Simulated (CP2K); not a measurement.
## KCl (Sylvite) under changes of volume

One of the cells (31.151 Å³/atom); the others are scaled copies at fixed shape and fractional positions:

```
CELL_PARAMETERS angstrom
4.44978 0.00000 0.00000
2.22489 3.85362 0.00000
2.22489 1.28454 3.63323
ATOMIC_POSITIONS crystal
K 0.00000 0.00000 0.00000
Cl 0.50000 0.50000 0.50000
```

* Program: CP2K 2026.2
* Functional: PBEsol
* Potentials or basis: POTENTIAL_UZH K GTH-PBE-q9, Cl GTH-PBE-q7; TZVP-MOLOPT-PBE-GTH basis
* Density cutoff: 6123 eV
* k mesh: 7 × 7 × 7
* Occupations: fermi-dirac, width 0.05 eV
* Spin: no spin polarisation

```csv
volume (Å³/atom),energy over the lowest point (meV/atom),pressure (GPa),gap on the mesh (eV)
29.282,?,?,?
29.905,0.99,0.5,5.11
30.528,0.00,0.1,5.04
31.151,0.49,-0.3,4.98
31.774,2.28,-0.6,4.91
32.397,5.22,-0.9,4.86
33.020,9.19,-1.1,4.80
```

**Question.** What does the run at 29.282 Å³/atom give?

**Answer.** Energy over the lowest point 3.63 meV/atom; pressure 0.9 GPa; gap on the mesh 5.18 eV.

Worked out: A Birch-Murnaghan fit of order 3 (a polynomial in V^(-2/3)) to the other rows has its minimum at 30.62 Å³/atom with B0 = V·E''(V) = 18.3 GPa and B' = 5.0. It gives 3.64 meV/atom at 29.282 Å³/atom, against the run's 3.63, and -dE/dV = 0.9 GPa, against 0.9. A straight line through the other rows of the gap, of slope -3.12 eV per unit of ln V (its deformation potential), extrapolates to 5.17 eV, against the run's 5.18.

Energies are extrapolated to zero smearing.

Caveats: the potentials were made for another functional, which shifts forces and pressure; the basis of atomic orbitals isn't converged, which shifts pressures, moduli and gaps; an odd mesh through Γ misses points on the zone boundary, where band edges often lie (some runs).
